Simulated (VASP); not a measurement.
A run of VASP 6.6.1:

POSCAR

```
InPd
1.0
    3.2718847800      0.0000000000      0.0000000000
    0.0000000000      3.2718847800      0.0000000000
    0.0000000000      0.0000000000      3.2718847800
In Pd
1 1
Direct
    0.0000000000      0.0000000000      0.0000000000
    0.5000000000      0.5000000000      0.5000000000
```

The input INCAR.step1:

```
  ALGO = Normal
  EDIFF = 1E-5
  ENCUT = 600
  GGA = PE
  ISMEAR = -1
  LASPH = True
  LCHARG = False
  LREAL = False
  LWAVE = True
  NELM = 100
  PREC = Accurate
  SIGMA = 0.05
```

INCAR.step2

```
  ALGO = Normal
  EDIFF = 1E-6
  EDIFFG = -0.01
  ENCUT = 600
  GGA = PE
  HFSCREEN = 0.2
  IBRION = 2
  ISIF = 3
  ISMEAR = -1
  ISTART = 1
  LASPH = True
  LCHARG = False
  LHFCALC = True
  LREAL = False
  LWAVE = False
  NELM = 100
  NSW = 60
  PREC = Accurate
  PRECFOCK = Fast
  SIGMA = 0.05
```

KPOINTS

```
k-points
0
Gamma
  4 4 4
```

Potentials or basis: VASP PAW PBE potentials, release 64 (In_d, Pd).

Command:

```sh
$ cat potpaw_PBE.64/In_d/POTCAR potpaw_PBE.64/Pd/POTCAR > POTCAR
$ cp INCAR.step1 INCAR
$ mpirun -np 1 vasp_std > vasp.out
$ cp INCAR.step2 INCAR
$ mpirun -np 1 vasp_std > vasp.out
```

Hardware: 1 thread of Intel(R) Xeon(R) 6975P-C (Granite Rapids), on a shared host.

Question: How long does it take, and how much memory?

Answer: Wall time 5.6 min on 1 thread of Intel(R) Xeon(R) 6975P-C (Granite Rapids), on a shared host, peak memory 0.27 GiB. Counts: scf iterations 26, k points 10, ion steps 3.
